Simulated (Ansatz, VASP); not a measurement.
**One calculation of AlN, two programs**

```xyz
4
Lattice="3.1130 0.0000 0.0000 -1.5565 2.6959 0.0000 0.0000 0.0000 4.9810" Properties=species:S:1:pos:R:3 pbc="T T T"
Al    0.0000    1.7973    0.0000
Al    1.5565    0.8986    2.4905
N     0.0000    1.7973    1.8928
N     1.5565    0.8986    4.3833
```

Alike in both runs: task relaxation of cell and atoms; functional LDA; k mesh 9 × 9 × 6; occupations gaussian, width 0.02 eV; no spin polarisation.

|  | VASP | Ansatz |
| --- | --- | --- |
| version | VASP 6.6.1 | Ansatz 0.2.0 |
| potentials or method | VASP PAW LDA potentials, release 64 (Al, N) | scalar-relativistic, plane waves, PAW |
| plane-wave cutoff (eV) | 600 | 420 |
| valence electrons in the cell | 16 | 16 |

VASP gave:

| Item | Value |
| --- | --- |
| gap on the k mesh at the Fermi level, each at its own relaxed structure (eV) | 4.40 |
| relaxed volume (Å³/atom) | 10.24 |
| relaxed cell length with the largest relative difference (Å) | 4.948 |
| energy change over the relaxation (meV/atom) | -3 |

What did Ansatz give for the same quantities?

gap on the k mesh at the Fermi level, each at its own relaxed structure (eV): 4.42; relaxed volume (Å³/atom): 10.21; relaxed cell length with the largest relative difference (Å): 4.943; energy change over the relaxation (meV/atom): -4.

Caveats: an odd mesh through Γ misses points on the zone boundary, where band edges often lie. A hybrid or GW would open this gap; LDA tends to underestimate it.
